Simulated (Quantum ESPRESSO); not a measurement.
Crystal: CoO.

```xyz
2
Lattice="0.0000 2.1315 2.1315 2.1315 0.0000 2.1315 2.1315 2.1315 0.0000" Properties=species:S:1:pos:R:3 pbc="T T T"
Co    0.0000    0.0000    0.0000
O     2.1315    2.1315    2.1315
```

Base run:

- Program: Quantum ESPRESSO 7.5
- Functional: PBEsol
- Potentials or basis: GBRV 1.5 PBEsol
- Cutoff: 762 eV
- Density cutoff: 6095 eV
- k mesh: 11 × 11 × 11
- Occupations: fermi-dirac, width 0.05 eV
- Spin: collinear spin, ferromagnetic start
- Starting moments: [2.0, 0.0] μB

Its results: band gap on the k mesh none (metal or under the smearing width); pressure -10.7 GPa; net moment 2.99 μB per cell; site moments Co +2.54; O +0.35 μB.

Question: The run is repeated on the same cell with these changes: functional from PBEsol to LDA; potentials or basis from GBRV 1.5 PBEsol to GBRV 1.5 LDA. What comes out?

Answer: Band gap on the k mesh none (metal or under the smearing width); pressure -18.5 GPa; net moment 2.96 μB per cell; site moments Co +2.49; O +0.36 μB.

Caveats: a cell with one magnetic atom can't hold antiferromagnetic order, which such compounds often take; semilocal functionals often make such compounds metallic where correlation or magnetic order opens a gap, which also shifts bond lengths; so large a pressure means that the cell lies far from this level's equilibrium, or that cutoff or potentials fall short (some runs).
